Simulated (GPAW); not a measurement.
Runs of GPAW 26.7.0 on SrO. Symmetry: Fm-3m, No. 225, cubic system. Conventional cell: a = 5.167 Å, b = 5.167 Å, c = 5.167 Å, α = 90.00°, β = 90.00°, γ = 90.00°. Sr (site symmetry m-3m) is surrounded by 6 O at 2.58 Å. O (site symmetry m-3m) is surrounded by 6 Sr at 2.58 Å. 

```tsv
task	cell	k mesh	cutoff (eV)	smearing	response ecut	maxiter	response k mesh	response bands	kernels	gap on the mesh (eV)	pressure (GPa)
dielectric tensor	Fm-3m, 17.24 Å³/atom	7 × 7 × 7	650	fermi-dirac 0.001 eV	80 eV	150	20 × 20 × 20	28	["RPA"]	(a)	-
dielectric tensor	Fm-3m, 17.58 Å³/atom	7 × 7 × 7	650	fermi-dirac 0.001 eV	80 eV	150	20 × 20 × 20	28	["RPA"]	(b)	-
single point	strain = 0.01	9 × 9 × 9	800	fermi-dirac 0.05 eV	-	150	-	-	-	3.40	2.9
single point	Fm-3m, 16.9 Å³/atom	7 × 7 × 7	650	fermi-dirac 0.05 eV	-	120	-	-	-	3.45	2.6
dielectric tensor	Fm-3m, 16.9 Å³/atom	7 × 7 × 7	650	fermi-dirac 0.001 eV	80 eV	150	20 × 20 × 20	28	["RPA"]	3.45	-
```

Alike in all rows: level PBE; potentials or basis GPAW PAW data sets (gpaw-data 1.2.1), pw; no spin polarisation.

Problem. Fill in the values left out.

Solution. (a) 3.46; (b) 3.47.

Caveats: the long-wavelength limit can be off by a per cent or two (some runs); an odd mesh through Γ misses points on the zone boundary, where band edges often lie (some runs); the density grid can change from cell to cell, which puts small steps into energies and stress (some runs); the cutoff is short for stress and forces, so pressures can be off by a GPa or more (some runs).

A k mesh can miss the band edges, and the runs leave out spin-orbit coupling on Sr.
